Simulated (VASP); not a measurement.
Write the native input for VASP 6.6.1 that does the following.

```yaml
Task: single point
Functional: PBE
Potentials_or_basis: VASP PAW PBE potentials, release 64 (Os)
Cutoff: 520 eV
k_mesh: 12 × 12 × 12
Occupations: fermi-dirac, width 0.05 eV
Spin: no spin polarisation
Further_INCAR_settings: ALGO = Normal; EDIFF = 1e-07; NBANDS = 10
```

The structure of Os lies in POSCAR:

```
Os
1.0
    0.0320230000      1.9474290000      1.9443080000
    1.9306630000      0.0186740000      1.9576570000
    1.9536770000      1.9837910000     -0.0043390000
Os
1
Direct
   -0.0102350000     -0.0002650000     -0.0013140000
```

This isn't the form of Os at room conditions, which is hcp.

The cell isn't the ideal one: cell strained at random at fixed volume.

The input as run:

INCAR

```
SYSTEM = Os
ALGO = Normal
EDIFF = 1E-7
ENCUT = 520
GGA = PE
ISIF = 2
ISMEAR = -1
LASPH = .TRUE.
LCHARG = .FALSE.
LREAL = .FALSE.
LWAVE = .FALSE.
NBANDS = 10
NELM = 100
PREC = Accurate
SIGMA = 0.05
```

KPOINTS

```
k-points
0
G
  12 12 12
  0 0 0
```

Potentials or basis: VASP PAW PBE potentials, release 64 (Os).

Launch:

```bash
$ cat potpaw_PBE.64/Os/POTCAR > POTCAR
$ mpirun -np 1 vasp_std > vasp.out
```

Results of the run:

- Pressure: -9.9 GPa
- Band gap on the k mesh: none (metal or under the smearing width)

It took 50 s on 1 thread of AMD EPYC 9R45 (Zen 5) (shared host), peak memory 0.21 GiB.
